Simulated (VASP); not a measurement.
# Nb3Sn (Pm-3n) in VASP: settings compared

The runs below take Nb3Sn through relaxation of cell and atoms, with PBE, PBEsol.

All numbers are computed with VASP 6.6.1; they aren't measurements. Logs are shortened: lines on timing, memory, paths and dates and some standing lists are left out, and cuts for length are marked.

### 1 The structure

Symmetry: Pm-3n, No. 223, cubic system. The conventional cell has a = 5.282 Å, b = 5.282 Å, c = 5.282 Å, α = 90.00°, β = 90.00°, γ = 90.00°. Around Nb (site symmetry -4m2) lie 2 Nb at 2.64 Å and 4 Sn at 2.95 Å. Around Sn (site symmetry m-3) lie 12 Nb at 2.95 Å.

### 2 Relaxation of cell and atoms, PBE

Input file INCAR:

```
PREC = Accurate
ENCUT = 600
EDIFF = 1E-6
ISMEAR = 1
SIGMA = 0.1
LREAL = False
LASPH = True
NELM = 80
ALGO = Normal
ISIF = 3
LWAVE = False
LCHARG = False
GGA = PE
IBRION = 2
NSW = 90
EDIFFG = -0.01
KPAR = 2
```

Input file KPOINTS:

```
Automatic mesh
0
Gamma
  8 8 8
```

Input file POSCAR:

```
Nb3Sn
1.0
    5.2821000000      0.0000000000      0.0000000000
    0.0000000000      5.2821000000      0.0000000000
    0.0000000000      0.0000000000      5.2821000000
Nb Sn
6 2
Direct
    0.2500000000      0.0000000000      0.5000000000
    0.5000000000      0.7500000000      0.0000000000
    0.7500000000      0.0000000000      0.5000000000
    0.5000000000      0.2500000000      0.0000000000
    0.0000000000      0.5000000000      0.7500000000
    0.0000000000      0.5000000000      0.2500000000
    0.0000000000      0.0000000000      0.0000000000
    0.5000000000      0.5000000000      0.5000000000
```

Potentials or basis: VASP PAW PBE potentials, release 64 (Nb_sv, Sn_d).

Command:

```console
> cat potpaw_PBE.64/Nb_sv/POTCAR potpaw_PBE.64/Sn_d/POTCAR > POTCAR
> mpirun -np 2 vasp_std > vasp.out
```

OUTCAR:

```text
PREC = Accurate
   ENCUT = 600
   EDIFF = 1E-6
   ISMEAR = 1
   LREAL = False
   LASPH = True
   NELM = 80
   ISIF = 3
   GGA = PE
   IBRION = 2
   NSW = 90
   EDIFFG = -0.01

 ion  position               nearest neighbor table
   1  0.250  0.000  0.500-   3 2.64   3 2.64   8 2.95   7 2.95   8 2.95   7 2.95
   2  0.500  0.750  0.000-   4 2.64   4 2.64   8 2.95   8 2.95   7 2.95   7 2.95
   3  0.750  0.000  0.500-   1 2.64   1 2.64   8 2.95   7 2.95   8 2.95   7 2.95
   4  0.500  0.250  0.000-   2 2.64   2 2.64   8 2.95   8 2.95   7 2.95   7 2.95
   5  0.000  0.500  0.750-   6 2.64   6 2.64   8 2.95   7 2.95   7 2.95   8 2.95
   6  0.000  0.500  0.250-   5 2.64   5 2.64   8 2.95   7 2.95   7 2.95   8 2.95
   7  0.000  0.000  0.000-   1 2.95   2 2.95   3 2.95   4 2.95   5 2.95   6 2.95   1 2.95   3 2.95
                             5 2.95   6 2.95   2 2.95   4 2.95
   8  0.500  0.500  0.500-   1 2.95   2 2.95   3 2.95   4 2.95   5 2.95   6 2.95   2 2.95   4 2.95
                             1 2.95   3 2.95   5 2.95   6 2.95

  LATTYP: Found a simple cubic cell.
 ALAT       =     5.2821000000

  Lattice vectors:

 A1 = (   5.2821000000,   0.0000000000,   0.0000000000)
 A2 = (   0.0000000000,   5.2821000000,   0.0000000000)
 A3 = (   0.0000000000,   0.0000000000,   5.2821000000)

Analysis of symmetry for initial positions (statically):
=====================================================================
 Subroutine PRICEL returns:
 Original cell was already a primitive cell.

 Routine SETGRP: Setting up the symmetry group for a
 simple cubic supercell.

 Subroutine GETGRP returns: Found 48 space group operations
 (whereof 24 operations were pure point group operations)
 out of a pool of 48 trial point group operations.

The static configuration has the point symmetry T_h .
 The point group associated with its full space group is O_h .

Analysis of symmetry for dynamics (positions and initial velocities):
=====================================================================
 Subroutine PRICEL returns:
 Original cell was already a primitive cell.

 Routine SETGRP: Setting up the symmetry group for a
 simple cubic supercell.

 Subroutine GETGRP returns: Found 48 space group operations
 (whereof 24 operations were pure point group operations)
 out of a pool of 48 trial point group operations.

The dynamic configuration has the point symmetry T_h .
 The point group associated with its full space group is O_h .

 Subroutine INISYM returns: Found 48 space group operations
 (whereof 24 operations are pure point group operations),
 and found     1 'primitive' translations

----------------------------------------------------------------------------------------

                                     Primitive cell

  volume of cell :     147.3737

  direct lattice vectors                    reciprocal lattice vectors
     5.282100000  0.000000000  0.000000000     0.189318642  0.000000000  0.000000000
     0.000000000  5.282100000  0.000000000     0.000000000  0.189318642  0.000000000
     0.000000000  0.000000000  5.282100000     0.000000000  0.000000000  0.189318642

  length of vectors
     5.282100000  5.282100000  5.282100000     0.189318642  0.189318642  0.189318642

  position of ions in fractional coordinates (direct lattice)
     0.250000000  0.000000000  0.500000000
     0.500000000  0.750000000  0.000000000
     0.750000000  0.000000000  0.500000000
     0.500000000  0.250000000  0.000000000
     0.000000000  0.500000000  0.750000000
     0.000000000  0.500000000  0.250000000
     0.000000000  0.000000000  0.000000000
     0.500000000  0.500000000  0.500000000

  ion indices of the primitive-cell ions
   primitive index   ion index
                 1           1
                 2           2
                 3           3
                 4           4
                 5           5
                 6           6
                 7           7
                 8           8

----------------------------------------------------------------------------------------

 KPOINTS: Automatic mesh

Automatic generation of k-mesh.
 Grid dimensions read from file:
 generate k-points for:    8    8    8

 Generating k-lattice:

  Cartesian coordinates                     Fractional coordinates (reciprocal lattice)
     0.023664830  0.000000000  0.000000000     0.125000000  0.000000000  0.000000000
     0.000000000  0.023664830  0.000000000     0.000000000  0.125000000  0.000000000
     0.000000000  0.000000000  0.023664830     0.000000000  0.000000000  0.125000000

  Length of vectors
     0.023664830  0.023664830  0.023664830

  Shift w.r.t. Gamma in fractional coordinates (k-lattice)
     0.000000000  0.000000000  0.000000000

 Subroutine IBZKPT returns following result:
 ===========================================

 Found     35 irreducible k-points:

 Following reciprocal coordinates:
            Coordinates               Weight
  0.000000  0.000000  0.000000      1.000000
  0.125000  0.000000  0.000000      6.000000
  0.250000  0.000000  0.000000      6.000000
  0.375000  0.000000  0.000000      6.000000
  0.500000  0.000000  0.000000      3.000000
  0.125000  0.125000  0.000000     12.000000
[... 16 lines left out ...]
  0.375000  0.375000  0.125000     24.000000
  0.500000  0.375000  0.125000     24.000000
 [... further k-points ...]
   k-points           NKPTS =     35   k-points in BZ     NKDIM =     35   number of bands    NBANDS=     63
   number of dos      NEDOS =    301   number of ions     NIONS =      8
   total plane-waves  NPLWV =  74088
   dimension x,y,z NGX =    42 NGY =   42 NGZ =   42
   dimension x,y,z NGXF=    84 NGYF=   84 NGZF=   84
   ions per type =               6   2
   NGX,Y,Z   is equivalent  to a cutoff of  13.22, 13.22, 13.22 a.u.
   NGXF,Y,Z  is equivalent  to a cutoff of  26.44, 26.44, 26.44 a.u.
 SYSTEM =  unknown system
   PREC   = accura    normal or accurate (medium, high low for compatibility)
   ISTART =      0    job   : 0-new  1-cont  2-samecut
   ICHARG =      2    charge: 1-file 2-atom 10-const
   ISPIN  =      1    spin polarized calculation?
   LNONCOLLINEAR =      F non collinear calculations
   LSORBIT =      F    spin-orbit coupling
   LASPH  =      T    aspherical Exc in radial PAW
   ENCUT  =  600.0 eV  44.10 Ry    6.64 a.u.  10.55 10.55 10.55*2*pi/ulx,y,z
   NELM   =     80;   NELMIN=  2; NELMDL= -5     # of ELM steps
   EDIFF  = 0.1E-05   stopping-criterion for ELM
   LREAL  =      F    real-space projection
   EDIFFG = -.1E-01   stopping-criterion for IOM
   NSW    =     90    number of steps for IOM
   IBRION =      2    ionic relax: 0-MD 1-quasi-New 2-CG
   NFREE  =      1    steps in history (QN), initial steepest desc. (CG)
   ISIF   =      3    stress and relaxation
   ISYM   =      2    0-nonsym 1-usesym 2-fastsym
   POTIM  = 0.5000    time-step for ionic-motion
   TEBEG  =    0.0;   TEEND  =   0.0 temperature during run
   PSTRESS=    0.0 pullay stress
   NELECT =     106.0000    total number of electrons
   NUPDOWN=      -1.0000    fix difference up-down
   EMIN   =  10.00;   EMAX   =-10.00  energy-range for DOS
   EFERMI =   0.00;   METHOD = LEGACY
   ISMEAR =     1;   SIGMA  =   0.10  broadening in eV -4-tet -1-fermi 0-gaus
   EFERMI_NEDOS =   21; number of points for ismear=-14 and -15
   IALGO  =     38    algorithm
   IMIX   =      4    mixing-type and parameters
     AMIX     =   0.40;   BMIX     =  1.00
     AMIX_MAG =   1.60;   BMIX_MAG =  1.00
  volume/ion in A,a.u.               =      18.42       124.32
  Fermi-wavevector in a.u.,A,eV,Ry     =   1.466798  2.771845 29.272866  2.151495
  Thomas-Fermi vector in A             =   2.582492
   LORBIT       =      0    0 simple, 1 ext, 2 COOP (PROOUT), +10 PAW based schemes
   GGA     = PE    functional components
   LHFCALC =     F    Hartree Fock is set to
   AEXX    =    0.0000 exact exchange contribution
   IVDW    =     0    specifies the selected vdW correction
   LEPSILON=     F    determine dielectric tensor
   LRPA    =     F    only Hartree local field effects (RPA)
 conjugate gradient relaxation of ions
 non-spin polarized calculation
 Methfessel and Paxton  Order N= 1 SIGMA  =   0.10
  energy-cutoff  :      600.00
  volume of cell :      147.37
 maximum number of plane-waves:      4950
   NGX = 21   NGY = 21   NGZ = 21

--------------------------------------- Ionic step        1  -------------------------------------------

 number of electron     106.0000023 magnetization

 Free energy of the ion-electron system (eV)
  ---------------------------------------------------
  ext. energy  EPLUGINS =         0.00000000
  ---------------------------------------------------
  free energy    TOTEN  =       -70.32036307 eV

  energy without entropy =      -70.30838469  energy(sigma->0) =      -70.31637028

------------------------ aborting loop because EDIFF is reached ----------------------------------------

  FORCE on cell =-STRESS in cart. coord.  units (eV):
  Direction    XX          YY          ZZ          XY          YZ          ZX
  --------------------------------------------------------------------------------------
  -------------------------------------------------------------------------------------
  Total        3.0537185      3.0537185      3.0537185      0.0000000     -0.0000000     -0.0000000
  in kB       33.1985970     33.1985970     33.1985970      0.0000000     -0.0000000     -0.0000000
  external PRESSURE =      33.1985970 kB  Pullay stress =       0.0000000 kB
[... 69 lines left out ...]
  energy  without entropy=      -70.2477210617  energy(sigma->0) =      -70.25463632

--------------------------------------- Ionic step        3  -------------------------------------------

 number of electron     106.0000020 magnetization

 Free energy of the ion-electron system (eV)
  ---------------------------------------------------
  ext. energy  EPLUGINS =         0.00000000
  ---------------------------------------------------
  free energy    TOTEN  =       -70.35009870 eV

  energy without entropy =      -70.33864571  energy(sigma->0) =      -70.34628104

 E-fermi :  11.1641     XC(G=0): -12.2641

 val. band max:       11.1568570963   @ k =   0.5000   0.5000   0.3750
 cond. band min:      11.1645033760   @ k =   0.3750   0.1250   0.1250
 fundamental gap:      0.0076462797
 Fermi energy:        11.1640615724

 k-point     1 :       0.0000    0.0000    0.0000
  band No.  band energies     occupation
      1     -43.4385      2.00000
      2     -43.3718      2.00000
      3     -43.3718      2.00000
      4     -43.1642      2.00000
      5     -43.1642      2.00000
      6     -43.1642      2.00000
[... 1573 lines left out ...]
     62      13.6866      0.00000
     63      13.7725      0.00000

 [... further k-points ...]
[... 5 lines left out ...]
  --------------------------------------------------------------------------------------
  -------------------------------------------------------------------------------------
  Total       -0.0241725     -0.0241725     -0.0241725      0.0000000      0.0000000     -0.0000000
  in kB       -0.2576349     -0.2576349     -0.2576349      0.0000000      0.0000000     -0.0000000
  external PRESSURE =      -0.2576349 kB  Pullay stress =       0.0000000 kB
[... 23 lines left out ...]
  FREE ENERGIE OF THE ION-ELECTRON SYSTEM (eV)
  ---------------------------------------------------
  free  energy   TOTEN  =       -70.3500986994 eV

  energy  without entropy=      -70.3386457100  energy(sigma->0) =      -70.34628104

 reached required accuracy - stopping structural energy minimisation
```

Wall time 9.5 min (2 MPI ranks of Intel Xeon Platinum 8259CL at 2.50GHz (Skylake/Cascade Lake), shared host); peak memory 0.45 GiB.

What came out:

| Item | Value |
| --- | --- |
| Free energy | -70.3501 eV |
| Relaxed volume | 18.79 Å³/atom |
| Relaxed cell | a = 5.317 Å, b = 5.317 Å, c = 5.317 Å, α = 90.00°, β = 90.00°, γ = 90.00° |
| Space group after relaxing (to 0.05 Å) | Pm-3n (No. 223) |
| Energy gained by relaxing | 3.7 meV/atom |
| Ionic steps | 3 |
| Pressure after relaxing | 0.0 GPa |
| Band gap on the k mesh | none (metal or under the smearing width) |

The path:
| step | energy change (eV) | largest force (eV/Å) | pressure (GPa) | volume (Å³) |
| --- | --- | --- | --- | --- |
| 1 | 0.0000 | 0.0000 | 3.32 | 147.37 |
| 2 | 0.0623 | 0.0000 | -5.33 | 155.67 |
| 3 | -0.0297 | 0.0000 | -0.03 | 150.32 |

Final structure:
```
Nb Sn
1.0
     5.31711    0.00000    0.00000
     0.00000    5.31711    0.00000
     0.00000    0.00000    5.31711
Nb Sn
6 2
Cartesian
  1.3293 0.0000 2.6586
  2.6586 3.9878 0.0000
  3.9878 0.0000 2.6586
  2.6586 1.3293 0.0000
  0.0000 2.6586 3.9878
  0.0000 2.6586 1.3293
  0.0000 0.0000 0.0000
  2.6586 2.6586 2.6586
```

PBE usually gives volumes a little too large and moduli too small. Zero-point motion and thermal expansion aren't in these numbers.

### 3 Relaxation of cell and atoms, PBE

This run uses another cell than the first one, of 18.79 Å³/atom, 1.020 times its volume.

Changes to INCAR since step 2:

```diff
@@ -2,3 +2,3 @@
 ENCUT = 600
-EDIFF = 1E-6
+EDIFF = 1E-7
 ISMEAR = 1
@@ -15,3 +15,3 @@
 NSW = 90
-EDIFFG = -0.01
+EDIFFG = -0.005
 KPAR = 2
```

KPOINTS is that of step 2.

Input file POSCAR:

```
Nb3Sn                                   
1.0
    5.3171095814     -0.0000000000     -0.0000000000
    0.0000000000      5.3171095814     -0.0000000000
    0.0000000000     -0.0000000000      5.3171095814
  Nb              Sn            
     6     2
Direct
     0.2500000000000000    0.0000000000000000    0.5000000000000000
     0.5000000000000000    0.7500000000000000    0.0000000000000000
     0.7500000000000000    0.0000000000000000    0.5000000000000000
     0.5000000000000000    0.2500000000000000    0.0000000000000000
     0.0000000000000000    0.5000000000000000    0.7500000000000000
     0.0000000000000000    0.5000000000000000    0.2500000000000000
     0.0000000000000000    0.0000000000000000    0.0000000000000000
     0.5000000000000000    0.5000000000000000    0.5000000000000000
```

Potentials or basis: VASP PAW PBE potentials, release 64 (Nb_sv, Sn_d).

Command:

```console
> cat potpaw_PBE.64/Nb_sv/POTCAR potpaw_PBE.64/Sn_d/POTCAR > POTCAR
> mpirun -np 2 vasp_std > vasp.out
```

OUTCAR:

```text
PREC = Accurate
   ENCUT = 600
   EDIFF = 1E-7
   ISMEAR = 1
   LREAL = False
   LASPH = True
   NELM = 80
   ISIF = 3
   GGA = PE
   IBRION = 2
   NSW = 90
   EDIFFG = -0.005

 ion  position               nearest neighbor table
   1  0.250  0.000  0.500-   3 2.66   3 2.66   8 2.97   7 2.97   8 2.97   7 2.97
   2  0.500  0.750  0.000-   4 2.66   4 2.66   8 2.97   8 2.97   7 2.97   7 2.97
   3  0.750  0.000  0.500-   1 2.66   1 2.66   8 2.97   7 2.97   8 2.97   7 2.97
   4  0.500  0.250  0.000-   2 2.66   2 2.66   8 2.97   8 2.97   7 2.97   7 2.97
   5  0.000  0.500  0.750-   6 2.66   6 2.66   8 2.97   7 2.97   7 2.97   8 2.97
[... 1805 lines left out ...]
  in kB       -0.3748932     -0.3748932     -0.3748932     -0.0000000      0.0000000      0.0000000
  external PRESSURE =      -0.3748932 kB  Pullay stress =       0.0000000 kB

 VOLUME and BASIS-vectors are now :
 -----------------------------------------------------------------------------
  energy-cutoff  :      600.00
  volume of cell :      150.32
      direct lattice vectors                 reciprocal lattice vectors
     5.317109581  0.000000000  0.000000000     0.188072107  0.000000000  0.000000000
     0.000000000  5.317109581  0.000000000     0.000000000  0.188072107  0.000000000
     0.000000000  0.000000000  5.317109581     0.000000000  0.000000000  0.188072107

 POSITION                                       TOTAL-FORCE (eV/Angst)
 -----------------------------------------------------------------------------------
      1.32928      0.00000      2.65855        -0.000000      0.000000      0.000000
      2.65855      3.98783      0.00000        -0.000000     -0.000000     -0.000000
      3.98783      0.00000      2.65855         0.000000     -0.000000     -0.000000
      2.65855      1.32928      0.00000         0.000000      0.000000      0.000000
      0.00000      2.65855      3.98783         0.000000     -0.000000     -0.000000
      0.00000      2.65855      1.32928        -0.000000      0.000000      0.000000
      0.00000      0.00000      0.00000         0.000000     -0.000000     -0.000000
      2.65855      2.65855      2.65855         0.000000     -0.000000     -0.000000
 -----------------------------------------------------------------------------------
    total drift:                                0.000000     -0.000000     -0.000000

  FREE ENERGIE OF THE ION-ELECTRON SYSTEM (eV)
  ---------------------------------------------------
  free  energy   TOTEN  =       -70.3513308560 eV

  energy  without entropy=      -70.3398758881  energy(sigma->0) =      -70.34751253

 reached required accuracy - stopping structural energy minimisation
```

OSZICAR:

```text
N       E                     dE             d eps       ncg     rms          rms(c)
DAV:   1     0.196797074130E+04    0.19680E+04   -0.55736E+04  4581   0.245E+03
DAV:   2     0.247559032179E+03   -0.17204E+04   -0.16853E+04  4506   0.891E+02
DAV:   3    -0.333882864255E+02   -0.28095E+03   -0.27128E+03  5726   0.307E+02
DAV:   4    -0.700123994561E+02   -0.36624E+02   -0.35547E+02  6796   0.931E+01
DAV:   5    -0.732208884181E+02   -0.32085E+01   -0.31652E+01  7876   0.247E+01    0.174E+01
DAV:   6    -0.705567384448E+02    0.26641E+01   -0.10689E+01  6716   0.162E+01    0.567E+00
DAV:   7    -0.703435361878E+02    0.21320E+00   -0.18368E+00  6916   0.685E+00    0.267E+00
DAV:   8    -0.703503822283E+02   -0.68460E-02   -0.28070E-01  7239   0.290E+00    0.536E-01
DAV:   9    -0.703506455488E+02   -0.26332E-03   -0.43999E-02  7012   0.113E+00    0.394E-01
DAV:  10    -0.703513937450E+02   -0.74820E-03   -0.64961E-03  7001   0.392E-01    0.641E-02
DAV:  11    -0.703513516811E+02    0.42064E-04   -0.71057E-04  6172   0.147E-01    0.271E-02
DAV:  12    -0.703513304870E+02    0.21194E-04   -0.84715E-05  6948   0.526E-02    0.922E-03
DAV:  13    -0.703513314413E+02   -0.95426E-06   -0.91649E-06  7012   0.168E-02    0.290E-03
DAV:  14    -0.703513309512E+02    0.49012E-06   -0.76706E-07  5060   0.567E-03    0.865E-04
DAV:  15    -0.703513308560E+02    0.95193E-07   -0.10451E-07  3780   0.192E-03
   1 F= -.70351331E+02 E0= -.70347513E+02  d E =-.703513E+02
```

Wall time 4.5 min (2 MPI ranks of Intel Xeon Platinum 8259CL at 2.50GHz (Skylake/Cascade Lake), shared host); peak memory 0.44 GiB.

What came out:

- Free energy: -70.3513 eV
- Pressure after relaxing: 0.0 GPa
- Band gap on the k mesh: none (metal or under the smearing width)

Final structure:
```
CELL_PARAMETERS angstrom
5.31711 0.00000 0.00000
0.00000 5.31711 0.00000
0.00000 0.00000 5.31711
ATOMIC_POSITIONS crystal
Nb 0.25000 0.00000 0.50000
Nb 0.50000 0.75000 0.00000
Nb 0.75000 0.00000 0.50000
Nb 0.50000 0.25000 0.00000
Nb 0.00000 0.50000 0.75000
Nb 0.00000 0.50000 0.25000
Sn 0.00000 0.00000 0.00000
Sn 0.50000 0.50000 0.50000
```

Caveat: the relaxation stopped at its first step, so nothing moved.

(Part 1 of 2 ends here.)
